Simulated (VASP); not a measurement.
Here is a VASP 6.6.1 calculation.

Contents of INCAR:

```
SYSTEM = In2O3
PREC = Accurate ; ENCUT = 600
EDIFF = 1E-6 ; ISMEAR = 0
SIGMA = 0.03 ; LREAL = Auto
LASPH = .TRUE. ; NELM = 80
ALGO = Normal ; ISIF = 3
LWAVE = .FALSE. ; LCHARG = .FALSE.
GGA = PS ; IBRION = 2
NSW = 90 ; EDIFFG = -0.01
KPAR = 8
```

KPOINTS

```
regular mesh
0
G
  4 4 4
  0 0 0
```

Contents of POSCAR:

```
In2O3
1.0
   -5.0700000000      5.0700000000      5.0700000000
    5.0700000000     -5.0700000000      5.0700000000
    5.0700000000      5.0700000000     -5.0700000000
In O
16 24
Direct
    0.2500000000      0.2200000000      0.9700000000
    0.7500000000      0.2800000000      0.5300000000
    0.9700000000      0.2500000000      0.2200000000
    0.5300000000      0.7500000000      0.2800000000
    0.2200000000      0.9700000000      0.2500000000
    0.2800000000      0.5300000000      0.7500000000
    0.7500000000      0.7800000000      0.0300000000
    0.2500000000      0.7200000000      0.4700000000
    0.0300000000      0.7500000000      0.7800000000
    0.4700000000      0.2500000000      0.7200000000
    0.7800000000      0.0300000000      0.7500000000
    0.7200000000      0.4700000000      0.2500000000
    0.5000000000      0.5000000000      0.5000000000
    0.5000000000      0.0000000000      0.0000000000
    0.0000000000      0.5000000000      0.0000000000
    0.0000000000      0.0000000000      0.5000000000
    0.5250000000      0.7650000000      0.5300000000
    0.7350000000      0.9950000000      0.9700000000
    0.9750000000      0.5050000000      0.2400000000
    0.7650000000      0.7350000000      0.2600000000
    0.5300000000      0.5250000000      0.7650000000
    0.9700000000      0.7350000000      0.9950000000
    0.2400000000      0.9750000000      0.5050000000
    0.2600000000      0.7650000000      0.7350000000
    0.7650000000      0.5300000000      0.5250000000
    0.9950000000      0.9700000000      0.7350000000
    0.5050000000      0.2400000000      0.9750000000
    0.7350000000      0.2600000000      0.7650000000
    0.4750000000      0.2350000000      0.4700000000
    0.2650000000      0.0050000000      0.0300000000
    0.0250000000      0.4950000000      0.7600000000
    0.2350000000      0.2650000000      0.7400000000
    0.4700000000      0.4750000000      0.2350000000
    0.0300000000      0.2650000000      0.0050000000
    0.7600000000      0.0250000000      0.4950000000
    0.7400000000      0.2350000000      0.2650000000
    0.2350000000      0.4700000000      0.4750000000
    0.0050000000      0.0300000000      0.2650000000
    0.4950000000      0.7600000000      0.0250000000
    0.2650000000      0.7400000000      0.2350000000
```

Potentials or basis: VASP PAW PBE potentials, release 64 (In_d, O).

The run is started by

```bash
$ cat potpaw_PBE.64/In_d/POTCAR potpaw_PBE.64/O/POTCAR > POTCAR
$ mpirun -np 8 vasp_std > vasp.out
```

Problem. Estimate the relaxed volume.

Solution. 13.14 Å³/atom.

Problem. What does it give for the band gap on the k mesh?

Solution. 1.02 eV, direct.

Problem. Predict the relaxed cell.

Solution. a = 8.806 Å, b = 8.806 Å, c = 8.806 Å, α = 109.47°, β = 109.47°, γ = 109.47°.

Problem. Predict the space group after relaxing (to 0.05 Å).

Solution. Ia-3 (No. 206).

Final structure:
```
CELL_PARAMETERS angstrom
-5.08437 5.08437 5.08437
5.08437 -5.08437 5.08437
5.08437 5.08437 -5.08437
ATOMIC_POSITIONS crystal
In 0.25000 0.21594 0.96594
In 0.75000 0.28406 0.53406
In 0.96594 0.25000 0.21594
In 0.53406 0.75000 0.28406
In 0.21594 0.96594 0.25000
In 0.28406 0.53406 0.75000
In 0.75000 0.78406 0.03406
In 0.25000 0.71594 0.46594
In 0.03406 0.75000 0.78406
In 0.46594 0.25000 0.71594
In 0.78406 0.03406 0.75000
In 0.71594 0.46594 0.25000
In 0.50000 0.50000 0.50000
In 0.50000 0.00000 0.00000
In 0.00000 0.50000 0.00000
In 0.00000 0.00000 0.50000
O 0.53675 0.77223 0.54465
O 0.72758 0.99210 0.95535
O 0.96325 0.50790 0.23547
O 0.77242 0.72777 0.26453
O 0.54465 0.53675 0.77223
O 0.95535 0.72758 0.99210
O 0.23547 0.96325 0.50790
O 0.26453 0.77242 0.72777
O 0.77223 0.54465 0.53675
O 0.99210 0.95535 0.72758
O 0.50790 0.23547 0.96325
O 0.72777 0.26453 0.77242
O 0.46325 0.22777 0.45535
O 0.27242 0.00790 0.04465
O 0.03675 0.49210 0.76453
O 0.22758 0.27223 0.73547
O 0.45535 0.46325 0.22777
O 0.04465 0.27242 0.00790
O 0.76453 0.03675 0.49210
O 0.73547 0.22758 0.27223
O 0.22777 0.45535 0.46325
O 0.00790 0.04465 0.27242
O 0.49210 0.76453 0.03675
O 0.27223 0.73547 0.22758
```

Caveat: the PAW data sets were made with another functional, which shifts forces and pressure a little; spin-orbit coupling is left out, which moves the levels of the heavy elements. Zero-point motion and thermal expansion aren't in these numbers.
